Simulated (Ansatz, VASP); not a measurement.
## One calculation of Ta3N, two programs

```
Ta N
1.0
     3.03222    0.00000    0.00000
    -1.51611    2.62598    0.00000
     0.00000    0.00000    7.52414
Ta N
3 1
Direct
  0.66667 0.33333 0.82607
  0.33333 0.66667 0.17393
  0.00000 0.00000 0.50000
  0.00000 0.00000 0.00000
```

Alike in both runs: functional PBEsol; k mesh 10 × 10 × 4; occupations fermi-dirac, width 0.05 eV; no spin polarisation.

```csv
,VASP,Ansatz
version,VASP 6.6.1,Ansatz 0.2.0
potentials or method,"VASP PAW PBE potentials, release 64 (Ta_pv, N), cutoff 520 eV","all-electron LAPW, scalar-relativistic"
task,single point,band structure
```

```tsv
	VASP	Ansatz	Ansatz less VASP
gap on the k mesh at the Fermi level (eV)	none	none	-
pressure (GPa)	-7.8	-8.0	-0.27
largest component of the traceless stress (GPa)	0.37	0.34	-0.035
rms of the force components (eV/Å)	0.140	0.161	+0.0218
```

Atom by atom the forces differ by 0.022 eV/Å (rms over components). A gap of «none» marks a metal or a gap that the smearing closes. Ansatz ran all-electron here, so the differences hold the error of VASP's frozen core and of both bases.

Caveats: the PAW data sets were made with another functional, which shifts forces and pressure a little (VASP); spin-orbit coupling is left out, which moves the levels of the heavy elements (Ansatz). The runs have no spin-orbit coupling, so splittings on Ta are missing.
